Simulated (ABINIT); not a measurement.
The system is Pt.

```
Pt
1.0
     0.00000    1.96090    1.96090
     1.96090    0.00000    1.96090
     1.96090    1.96090    0.00000
Pt
1
Direct
  0.00000 0.00000 0.00000
```

Program: ABINIT 10.8.3 (patched build). Alike in all runs: potentials or basis JTH PAW PBE v2.0; cell as given; smearing fermi-dirac 0.05 eV.

Question: Order these runs on this cell by their pressure, lowest first.
A. level rPW86PBE; spin off; k mesh 12 × 12 × 12; cutoff (eV) 435; fine-grid cutoff 870.764 eV; mesh quality not flagged
B. level r2SCAN; spin off; k mesh 10 × 10 × 10; cutoff (eV) 517; fine-grid cutoff 1034.03 eV; mesh quality not flagged
C. level AM05; spin SOC, no magnetisation; k mesh 12 × 12 × 12; cutoff (eV) 435; fine-grid cutoff 870.764 eV; mesh quality not flagged
D. level revPBE; spin SOC, no magnetisation; k mesh 12 × 12 × 12; cutoff (eV) 435; fine-grid cutoff 870.764 eV; mesh quality not flagged
E. level PBE; spin off; k mesh 5 × 5 × 5; cutoff (eV) 435; fine-grid cutoff 870.764 eV; mesh quality coarse

Answer: C (-1.2 GPa), B (6.2 GPa), D (14.0 GPa), E (16.0 GPa), A (26.2 GPa).

Caveats: some runs use coarse meshes; the PAW data sets were made with another functional, which shifts forces and pressure a little (some runs); so large a pressure means that the cell lies far from this level's equilibrium, or that cutoff or potentials fall short (some runs); the potentials were made for another functional, which shifts forces and pressure (some runs).
